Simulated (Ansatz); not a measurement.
# BP: a workflow

**What was measured.** A cell as deposited of cubic BP (space group F-43m), temperature not stated, from the Crystallography Open Database (1963), has a = 4.538 Å and 11.68 Å³/atom.

“Equation of state of single-crystal cubic boron phosphide”, 2014, arxiv:1407.1677 reports, for a bulk crystal of BP at 300 K: bulk modulus 179 ± 1 GPa.

Computed with Ansatz (plane waves, PAW, 420 eV cutoff): PBEsol, scalar-relativistic, no spin polarisation, 12×12×12 k-mesh, Gaussian smearing of 0.05 eV. The datasets are Ansatz's generated set soft_2.

The chain of runs began from a cell as deposited in COD, expanded in volume.

The start, 1 % over the database's volume:

```xyz
2
Lattice="0.0000 2.2765 2.2765 2.2765 0.0000 2.2765 2.2765 2.2765 0.0000" Properties=species:S:1:pos:R:3 pbc="T T T"
B     0.0000    0.0000    0.0000
P     3.4148    3.4148    3.4148
```

The runs in order:

```tsv
run	level	k-mesh	kind	V (Å³/atom)	P (GPa)	E − E(final) (meV/atom)	gap on the mesh (eV)
1	PBEsol	12×12×12	fixed cell	11.80	-3.5	2.9	1.14
2	PBEsol	12×12×12	fixed cell	11.52	0.4	0.0	1.11
3	PBEsol	12×12×12	fixed cell	11.54	0.0	0.0	1.11
```

The cell is relaxed to zero pressure at this level.

The final structure (symmetry read at 0.01 Å). The structure is cubic, space group F-43m (No. 216). Conventional cell: a = 4.520 Å, b = 4.520 Å, c = 4.520 Å, α = 90.00°, β = 90.00°, γ = 90.00°. Around B (site symmetry -43m) lie 4 P at 1.96 Å. P (site symmetry -43m) is surrounded by 4 B at 1.96 Å. (Shells end 15 % past the nearest neighbour.)

At the final geometry the gap, band path included, is 1.11 eV. The equation of state gives B0 = 169 GPa and B0′ = 3.8. The elastic tensor is positive definite (smallest eigenvalue 188 GPa). Against the elements' standard states, run alike and uncorrected, the formation energy is -0.44 eV/atom. 

**Reading the result.**

Within 0.6 eV of the edges the projected states are 55 % B 2p at the top of the valence band and 34 % B 2s at the bottom of the conduction band. The conduction edge mixes several shells, so no single label fits the gap.

**Against experiment.** PBEsol gives 4.520 Å and 11.54 Å³/atom, −1.2 % in volume (−0.4 % in length) from the database's cell. PBEsol was built to cure PBE's overestimate of volumes, and the static lattice lacks thermal expansion. Measured bulk modulus of BP: 179 GPa (300 K; “Equation of state of single-crystal cubic boron phosphide”, 2014, arxiv:1407.1677). This calculation gives 169 GPa (-5.3 %). 3 values of this kind are on record (173 to 179 GPa); this one was drawn at random among those near their median, those with a stated uncertainty first.

Kohn–Sham gaps of semilocal functionals lie under measured ones, often by a third or more.
